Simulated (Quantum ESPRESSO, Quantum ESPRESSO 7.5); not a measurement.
**GaN/AlN(110) interfaces, stepped through the in-plane cubic lattice constant**

Aim: how the results for GaN/AlN(110) interfaces change with the in-plane cubic lattice constant.

Program: Quantum ESPRESSO 7.5. Level of theory: plane-wave DFT, PBE, GBRV ultrasoft pseudopotentials. Results are calculated unless marked as measured.

### Step 1. Starting point

It takes space group Imm2 (No. 44, orthorhombic). The conventional cell has a = 3.069 Å, b = 3.313 Å, c = 4.340 Å, α = 90.00°, β = 90.00°, γ = 90.00°. Nearest to Ga lie 4 N at 1.88 to 1.98 Å. N has 4 Ga at 1.88 to 1.98 Å nearest. Farther neighbours and most contacts between anions are not listed.

Set-up: Each bulk cell keeps the common in-plane lattice and relaxes along the normal and in its atoms; the superlattice is stacked from these relaxed cells and held, so that both halves are the crystals whose edges are computed. Edges are hung on the mean electrostatic potential over one period in the middle of each half. Fermi-Dirac smearing of 0.002 Ry; edges are taken by band count, which loses its meaning where this level closes a crystal's gap.

Members 4.411, 4.447, 4.483 and 4.519 took the same steps and show in the table alone.

### Step 2. Variable-cell relaxation, 4.34 Å

What the set-up leaves free in this member is relaxed.

The input, m0.first.relax.in:

```
&control
  prefix = 'm0.first.relax'
  outdir = './out'
  pseudo_dir = './pseudo'
  nstep = 70
  forc_conv_thr = 0.0004
  calculation = 'vc-relax'
/
&system
  ibrav = 0
  nat = 4
  ntyp = 2
  ecutwfc = 48
  ecutrho = 240
  occupations = 'smearing'
  smearing = 'fd'
  degauss = 0.002
/
&electrons
  conv_thr = 1e-09
  mixing_beta = 0.4
  electron_maxstep = 120
/
&ions
/
&cell
  cell_dofree = 'z'
  press_conv_thr = 0.4
/
ATOMIC_SPECIES
  Ga  69.7230  ga_pbe_v1.4.uspp.F.UPF
  N   14.0070  n_pbe_v1.2.uspp.F.UPF
CELL_PARAMETERS angstrom
  4.34000000000000 0.00000000000000 0.00000000000000
  0.00000000000000 3.06884343034962 0.00000000000000
  0.00000000000000 0.00000000000000 3.31250959871938
ATOMIC_POSITIONS crystal
  Ga  0.000000000000 0.000000000000 0.000000000000
  N   0.250000000000 0.500000000000 0.000000000000
  Ga  0.500000000000 0.500000000000 0.500000000000
  N   0.750000000000 0.000000000000 0.500000000000
K_POINTS automatic
  3 4 4 0 0 0
```

Run with:

```sh
OMP_NUM_THREADS=1 mpirun -n 4 pw.x -nk 2 -in m0.first.relax.in > m0.first.relax.out
```

What it wrote:

```text
Program PWSCF v.7.5 starts
[citation notice left out]

     Parallel version (MPI & OpenMP), running on       4 processor cores
     Number of MPI processes:                 4
     Threads/MPI process:                     1

     MPI processes distributed on     1 nodes
[...]
Current dimensions of program PWSCF are:
     Max number of different atomic species (ntypx) = 10
     Max number of k-points (npk) =  40000
     Max angular momentum in pseudopotentials (lmaxx) =  4
     Found identity + ( -0.5000 -0.5000 -0.5000) symmetry
     This is a supercell, fractional translations are disabled
     Message from routine setup:
     using ibrav=0 with symmetry is DISCOURAGED, use correct ibrav instead

     K-points division:     npool     =       2
     R & G space division:  proc/nbgrp/npool/nimage =       2
     Subspace diagonalization in iterative solution of the eigenvalue problem:
     a serial algorithm will be used

     Parallelization info
     --------------------
     sticks:   dense  smooth     PW     G-vecs:    dense   smooth      PW
     Min         454     364    113                 9363     6689    1156
     Max         455     365    114                 9364     6690    1157
     Sum         909     729    227                18727    13379    2313

     Using Slab Decomposition

     bravais-lattice index     =            0
     lattice parameter (alat)  =       8.2014  a.u.
     unit-cell volume          =     297.7270 (a.u.)^3
     number of atoms/cell      =            4
     number of atomic types    =            2
     number of electrons       =        48.00
     number of Kohn-Sham states=           29
     kinetic-energy cutoff     =      48.0000  Ry
     charge density cutoff     =     240.0000  Ry
     scf convergence threshold =      1.0E-09
     mixing beta               =       0.4000
     number of iterations used =            8  plain     mixing
     energy convergence thresh.=      1.0E-04
     force convergence thresh. =      4.0E-04
     press convergence thresh. =      4.0E-01
     Exchange-correlation= SLA  PW   PBE  PBE
                           (   1   4   3   4   0   0   0)
     nstep                     =           70

     celldm(1)=   8.201411  celldm(2)=   0.000000  celldm(3)=   0.000000
     celldm(4)=   0.000000  celldm(5)=   0.000000  celldm(6)=   0.000000

     crystal axes: (cart. coord. in units of alat)
               a(1) = (   1.000000   0.000000   0.000000 )
               a(2) = (   0.000000   0.707107   0.000000 )
               a(3) = (   0.000000   0.000000   0.763251 )

     reciprocal axes: (cart. coord. in units 2 pi/alat)
               b(1) = (  1.000000  0.000000  0.000000 )
               b(2) = (  0.000000  1.414214  0.000000 )
               b(3) = (  0.000000  0.000000  1.310185 )

     PseudoPot. # 1 for Ga read from file:
     ./pseudo/ga_pbe_v1.4.uspp.F.UPF
     Pseudo is Ultrasoft + core correction, Zval = 19.0
     Generated by new atomic code, or converted to UPF format
     Using radial grid of  871 points,  6 beta functions with:
                l(1) =   0
                l(2) =   0
                l(3) =   1
                l(4) =   1
                l(5) =   2
                l(6) =   2
     Q(r) pseudized with  8 coefficients,  rinner =    1.250   1.250   1.250
                                                       1.250   1.250

     PseudoPot. # 2 for N  read from file:
     ./pseudo/n_pbe_v1.2.uspp.F.UPF
     Pseudo is Ultrasoft + core correction, Zval =  5.0
     Generated by new atomic code, or converted to UPF format
     Using radial grid of  729 points,  4 beta functions with:
                l(1) =   0
                l(2) =   0
                l(3) =   1
                l(4) =   1
     Q(r) pseudized with  8 coefficients,  rinner =    0.900   0.900   0.900

     atomic species   valence    mass     pseudopotential
     Ga               19.00    69.72300     Ga( 1.00)
     N                 5.00    14.00700     N ( 1.00)

      4 Sym. Ops. (no inversion) found

   Cartesian axes

     site n.     atom                  positions (alat units)
         1        Ga     tau(   1) = (   0.0000000   0.0000000   0.0000000  )
         2        N      tau(   2) = (   0.2500000   0.3535534   0.0000000  )
         3        Ga     tau(   3) = (   0.5000000   0.3535534   0.3816255  )
         4        N      tau(   4) = (   0.7500000   0.0000000   0.3816255  )

     number of k points=    18  Fermi-Dirac smearing, width (Ry)=  0.0020
                       cart. coord. in units 2pi/alat
        k(    1) = (   0.0000000   0.0000000   0.0000000), wk =   0.0416667
        k(    2) = (   0.0000000   0.0000000   0.3275462), wk =   0.0833333
        k(    3) = (   0.0000000   0.0000000  -0.6550924), wk =   0.0416667
        k(    4) = (   0.0000000   0.3535534   0.0000000), wk =   0.0833333
        k(    5) = (   0.0000000   0.3535534   0.3275462), wk =   0.1666667
        k(    6) = (   0.0000000   0.3535534  -0.6550924), wk =   0.0833333
        k(    7) = (   0.0000000  -0.7071068   0.0000000), wk =   0.0416667
        k(    8) = (   0.0000000  -0.7071068   0.3275462), wk =   0.0833333
        k(    9) = (   0.0000000  -0.7071068  -0.6550924), wk =   0.0416667
        k(   10) = (   0.3333333   0.0000000   0.0000000), wk =   0.0833333
[...]
k(   18) = (   0.3333333  -0.7071068  -0.6550924), wk =   0.0833333

     Dense  grid:    18727 G-vectors     FFT dimensions: (  45,  30,  32)

     Smooth grid:    13379 G-vectors     FFT dimensions: (  40,  25,  27)

     Estimated max dynamical RAM per process >      29.37 MB

     Estimated total dynamical RAM >     112.92 MB

     Initial potential from superposition of free atoms

     starting charge      46.0000, renormalised to      48.0000
     Starting wfcs are   32 randomized atomic wfcs

     total cpu time spent up to now is        1.2 secs

     per-process dynamical memory:    20.6 Mb

     Self-consistent Calculation

     iteration #  1     ecut=    48.00 Ry     beta= 0.40
     Davidson diagonalization with overlap
     ethr =  1.00E-02,  avg # of iterations =  3.7

     total cpu time spent up to now is        1.9 secs

     total energy              =    -867.48783250 Ry
     estimated scf accuracy    <      10.30926337 Ry

     iteration #  2     ecut=    48.00 Ry     beta= 0.40
[...]
total energy              =    -871.00368979 Ry
     estimated scf accuracy    <       0.80585328 Ry

     iteration #  3     ecut=    48.00 Ry     beta= 0.40
[...]
Davidson diagonalization with overlap
     ethr =  1.00E-06,  avg # of iterations =  8.1

     total cpu time spent up to now is       14.6 secs

     total energy              =    -871.07854708 Ry
     estimated scf accuracy    <       0.00010888 Ry

[...]
iteration #  7     ecut=    48.00 Ry     beta= 0.40
[...]
End of self-consistent calculation

[...]
the Fermi energy is    12.7139 ev

!    total energy              =    -871.07854911 Ry
     estimated scf accuracy    <          7.3E-11 Ry
     smearing contrib. (-TS)   =      -0.00000000 Ry
     internal energy E=F+TS    =    -871.07854911 Ry

     The total energy is F=E-TS. E is the sum of the following terms:
     one-electron contribution =    -663.93854989 Ry
     hartree contribution      =     358.78770139 Ry
     xc contribution           =    -108.27461489 Ry
     ewald contribution        =    -457.65308572 Ry

     convergence has been achieved in   7 iterations

     Forces acting on atoms (cartesian axes, Ry/au):

     atom    1 type  1   force =    -0.00130554    0.00000000    0.00000000
     atom    2 type  2   force =     0.00130151    0.00000000    0.00000000
     atom    3 type  1   force =    -0.00129664    0.00000000    0.00000000
     atom    4 type  2   force =     0.00130066    0.00000000    0.00000000

     Total force =     0.002602     Total SCF correction =     0.000021

     Computing stress (Cartesian axis) and pressure

          total   stress  (Ry/bohr**3)                   (kbar)     P=      133.94
   0.00103026   0.00000000   0.00000000          151.56        0.00        0.00
   0.00000000   0.00160534   0.00000000            0.00      236.15        0.00
   0.00000000   0.00000000   0.00009587            0.00        0.00       14.10

     Energy error            =      5.9E-04 Ry
     Gradient error          =      1.3E-03 Ry/Bohr
     Cell gradient error     =      1.4E+01 kbar

     number of scf cycles    =   3
     number of bfgs steps    =   2

     enthalpy           old  =    -871.0779620403 Ry
     enthalpy           new  =    -871.0785491079 Ry

     CASE: enthalpy          _new < enthalpy          _old

     new trust radius        =       0.0092867759 bohr
     new conv_thr            =            3.3E-11 Ry

     new unit-cell volume =    297.25790 a.u.^3 (    44.04908 Ang^3 )
     density =      6.31282 g/cm^3

CELL_PARAMETERS (angstrom)
   4.340000000   0.000000000   0.000000000
   0.000000000   3.068843430   0.000000000
   0.000000000   0.000000000   3.307290482

ATOMIC_POSITIONS (crystal)
Ga              -0.0069034003        0.0000000000        0.0000000000
N                0.2569029605        0.5000000000        0.0000000000
Ga               0.4930974586        0.5000000000        0.5000000000
N                0.7569029812        0.0000000000        0.5000000000

[...]
NEW-OLD atomic charge density approx. for the potential
     New effective cutoffs (rho, wfc):  240.35   48.14

     total cpu time spent up to now is       18.8 secs

     per-process dynamical memory:    36.4 Mb

[...]
!    total energy              =    -871.07861093 Ry
[...]
Total force =     0.000288     Total SCF correction =     0.000015
[...]
number of bfgs steps    =   3
[...]
new trust radius        =       0.0042683847 bohr
[...]
!    total energy              =    -871.07861748 Ry
[...]
Total force =     0.000166     Total SCF correction =     0.000007
[...]
Self-consistent Calculation

     iteration #  1     ecut=    48.00 Ry     beta= 0.40
     Davidson diagonalization with overlap
     ethr =  1.00E-06,  avg # of iterations = 14.5

     total cpu time spent up to now is       31.8 secs

     total energy              =    -866.95037025 Ry
     estimated scf accuracy    <      11.23225801 Ry

[...]
iteration # 14     ecut=    48.00 Ry     beta= 0.40
[...]
End of self-consistent calculation

          k = 0.0000 0.0000 0.0000 (  1675 PWs)   bands (ev):

   -81.2707 -81.2692 -81.2595 -81.2583 -81.2467 -81.2461  -4.7815  -3.5466
    -2.0430  -2.0117  -1.9999  -1.9542  -1.7067  -1.6649  -1.6599  -1.6569
    -1.5675   0.1549   5.4586   7.9147   9.0247  11.1779  11.5427  11.6868
    13.3180  14.3603  18.2609  21.2610  23.8048

          k = 0.0000 0.0000 0.3277 (  1672 PWs)   bands (ev):

   -81.2706 -81.2692 -81.2594 -81.2585 -81.2468 -81.2462  -4.3729  -3.5618
    -1.9685  -1.9520  -1.9085  -1.8660  -1.7552  -1.7192  -1.6714  -1.6494
    -1.6028   0.1620   5.4631   6.8892   8.5840   9.5145  10.3668  11.4406
    15.6703  16.5825  19.1492  20.7444  22.0753

          k = 0.0000 0.0000-0.6553 (  1674 PWs)   bands (ev):

   -81.2700 -81.2700 -81.2589 -81.2589 -81.2468 -81.2468  -3.7591  -3.7590
    -1.9086  -1.9086  -1.8653  -1.8653  -1.6905  -1.6905  -1.6567  -1.6567
    -0.8633  -0.8633   5.9986   5.9987   8.1249   8.1249  10.5978  10.5978
    18.2749  18.2749  19.2987  19.2987  21.6871

          k = 0.0000 0.3536 0.0000 (  1669 PWs)   bands (ev):

   -81.2705 -81.2696 -81.2596 -81.2594 -81.2465 -81.2460  -4.3097  -3.5496
    -1.9840  -1.9347  -1.9029  -1.8093  -1.7498  -1.7194  -1.6910  -1.6447
    -1.6199   0.3806   5.7116   7.2840   8.5528   8.9775  10.6193  10.9322
    15.3008  15.5951  19.9184  20.9131  22.1670

          k = 0.0000 0.3536 0.3277 (  1651 PWs)   bands (ev):

   -81.2702 -81.2695 -81.2595 -81.2594 -81.2464 -81.2462  -4.0067  -3.5372
    -1.8737  -1.8702  -1.8564  -1.8358  -1.8265  -1.6576  -1.6427  -1.6266
    -1.5383   0.3551   5.6582   7.5213   7.8203   7.9586   9.9529  10.0352
    16.0674  17.4556  19.2493  20.1438  21.7289

          k = 0.0000 0.3536-0.6553 (  1672 PWs)   bands (ev):

   -81.2700 -81.2700 -81.2595 -81.2595 -81.2467 -81.2467  -3.6275  -3.6274
    -1.8719  -1.8719  -1.8180  -1.8180  -1.7091  -1.7091  -1.6169  -1.6169
    -0.5492  -0.5492   5.9182   5.9183   8.4373   8.4373   9.0376   9.0377
    16.6610  16.6610  19.5471  19.5471  22.4408

[...]
the Fermi energy is    12.5248 ev

!    total energy              =    -871.07861568 Ry
     estimated scf accuracy    <          3.3E-13 Ry
     smearing contrib. (-TS)   =      -0.00000000 Ry
     internal energy E=F+TS    =    -871.07861568 Ry

     The total energy is F=E-TS. E is the sum of the following terms:
     one-electron contribution =    -664.88707391 Ry
     hartree contribution      =     359.14340167 Ry
     xc contribution           =    -108.26195848 Ry
     ewald contribution        =    -457.07298495 Ry

     convergence has been achieved in  14 iterations

     Forces acting on atoms (cartesian axes, Ry/au):

     atom    1 type  1   force =     0.00008146    0.00000000    0.00000000
     atom    2 type  2   force =    -0.00008322    0.00000000    0.00000000
     atom    3 type  1   force =     0.00008574    0.00000000    0.00000000
     atom    4 type  2   force =    -0.00008399    0.00000000    0.00000000

     Total force =     0.000167     Total SCF correction =     0.000004

     Computing stress (Cartesian axis) and pressure

          total   stress  (Ry/bohr**3)                   (kbar)     P=      124.09
   0.00096945   0.00000000   0.00000000          142.61        0.00        0.00
   0.00000000   0.00155940   0.00000000            0.00      229.40        0.00
   0.00000000   0.00000000   0.00000186            0.00        0.00        0.27

[...]
=------------------------------------------------------------------------------=
   JOB DONE.
=------------------------------------------------------------------------------=
```

It took 42 s on 4 MPI ranks of Intel Xeon at 2.70GHz, shared host; peak memory 0.31 GiB; 2.7 min of CPU time.

The steps of the relaxation:

```
step  energy less that of the first step (eV)  largest force (eV/Å)  volume (Å³)
   1                                   0.0000                0.8204        44.12
   2                                  -0.0406                0.3164        43.87
   3                                  -0.0486                0.0336        43.93
   4                                  -0.0494                0.0038        44.05
   5                                  -0.0495                0.0022        44.10
   6                                  -0.0495                0.0022        44.10
```

```
     cell as run  before  after  change
           a (Å)   4.340  4.340  +0.0 %
           b (Å)   3.069  3.069  -0.0 %
           c (Å)   3.313  3.311  -0.0 %
volume (Å³/atom)   11.03  11.03  -0.0 %
```

The atoms that moved most (Å, as changes of fractional coordinates times the final cell):

```
atom      dx     dy     dz  length
 Ga3  -0.030  0.000  0.000   0.030
  N4   0.030  0.000  0.000   0.030
  N2   0.030  0.000  0.000   0.030
 Ga1  -0.030  0.000  0.000   0.030
```

Final coordinates:

```xyz
4
Lattice="4.3400 0.0000 0.0000 0.0000 3.0688 0.0000 0.0000 0.0000 3.3114" Properties=species:S:1:pos:R:3 pbc="T T T"
Ga   -0.0303    0.0000    0.0000
N     1.1153    1.5344    0.0000
Ga    2.1397    1.5344    1.6557
N     3.2853    0.0000    1.6557
```

 The last row is no step: it is a fresh SCF in the final cell with a new plane-wave basis, +0 meV from the row before.

Numbers from this step:

```
free energy  : -11851.6283 eV
Fermi energy : 12.52 eV
```

(Part 1 of 10 ends here.)

[Logs are printed without paths, hosts, clocks, repeated set-up lines and the standing remarks that a program may print on its own settings, such as how far it seeks lower states.]

[Hosts, paths, dates, database ids (printed as entryN), source tags and the programs' standing remarks are cut or masked in the printed files.]

[Maps of the electrostatic potential energy from Ansatz leave out the sawtooth potential of an applied field or a dipole correction, so their vacuum need not be flat; planar profiles and work functions include it.]
